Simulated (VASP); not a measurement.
Input of a VASP 6.6.1 run:

File INCAR:

```
SYSTEM = H22CO11
PREC     = Accurate       ! precision mode
ENCUT    = 520            ! plane-wave cutoff, eV
EDIFF    = 1E-6           ! SCF threshold, eV
ISMEAR   = -1             ! smearing method
SIGMA    = 0.02           ! smearing width, eV
LREAL    = Auto         
LASPH    = .True.         ! aspherical terms in the spheres
NELM     = 100            ! most SCF steps
ALGO     = Normal         ! electronic algorithm
ISIF     = 2              ! what is computed and relaxed
LWAVE    = .False.        ! write WAVECAR
LCHARG   = .True.         ! write CHGCAR
GGA      = PE             ! functional
IVDW     = 12             ! dispersion correction
LELF     = .True.         ! ELF
LVHAR    = .True.       
NBANDS   = 69             ! bands
```

File KPOINTS:

```
regular mesh
0
Gamma
  1 1 1
  0 0 0
```

Contents of POSCAR:

```
H22CO11
1.0
    7.1203670000      0.0000000000      0.0000000000
    0.0000000000      7.1203670000      0.0000000000
    0.0000000000      0.0000000000      7.1203670000
O H C
11 22 1
Direct
    0.2367715035      0.8483551480      1.0007770667
    0.2211824194      0.4030971999      0.9720706812
    0.3314716784      0.3531138212      0.5419383580
    0.5162655240      0.1354565010     -0.1350211302
    0.0014605989      0.1744853882      0.7083623639
    0.9295166949      0.6905542931      0.8789013263
    0.8506584001      0.1636713389      0.1915912480
    0.6509215045      0.5601256227      0.6528876953
    0.5672741307     -0.0631287685      0.5789027448
    0.5581734762      0.6672549322     -0.0196478637
    0.0550112094      0.8288758150      0.2957712713
    0.2033041274      0.9636301050      0.9479427114
    0.0945737769      0.7979925754      0.9952015114
    0.3242669935      0.3143798627      0.9348956311
    0.2891423995      0.5246639675      1.0053133497
    0.2101998394      0.3942212529      0.5759113259
    0.2716011689      0.3005743946      0.4387554743
    0.5896465730      0.0898268306     -0.2618685245
    0.6068086097      0.1956500276     -0.0525956036
    0.1289118946      0.1314960310      0.6691789904
   -0.0097888213      0.0669487963      0.7868555090
    0.9827021557      0.5661505931      0.8611634765
    0.8031889368      0.6871555918      0.8798844217
    0.8989986050      0.0327370766      0.2031777295
    0.8824826024      0.2014362462      0.0730018551
    0.5558561799      0.4714223298      0.6206842990
    0.7463379345      0.5290738525      0.5637349873
    0.5697740018     -0.1524219187      0.6752460934
    0.6279451607     -0.1344593614      0.5006343072
    0.6076091303      0.6684346467      0.1267490847
    0.4358623650      0.7686120673     -0.0002387517
    0.2723595567      0.8859234362      0.5054936073
    0.1045592172      0.7080533911      0.5536231489
    0.1242070809      0.8146911529      0.4458618495
```

Potentials or basis: VASP PAW PBE potentials, release 64 (O, H, C).

Launch:

```bash
$ cat potpaw_PBE.64/O/POTCAR potpaw_PBE.64/H/POTCAR potpaw_PBE.64/C/POTCAR > POTCAR
$ mpirun -np 1 vasp_gam > vasp.out
```

Problem. Estimate the band gap on the k mesh.

Solution. 3.21 eV, direct.

Problem. What does it give for the largest force?

Solution. 7.986 eV/Å.

Stress tensor (GPa, compression positive):
```
 1.16  1.00 -2.55
 1.00  2.27 -0.37
-2.55 -0.37  5.11
```

Caveat: the standard files for N, O and F lose accuracy on very short bonds. Expect the measured gap to be larger: semilocal functionals such as PBE lack the derivative discontinuity.
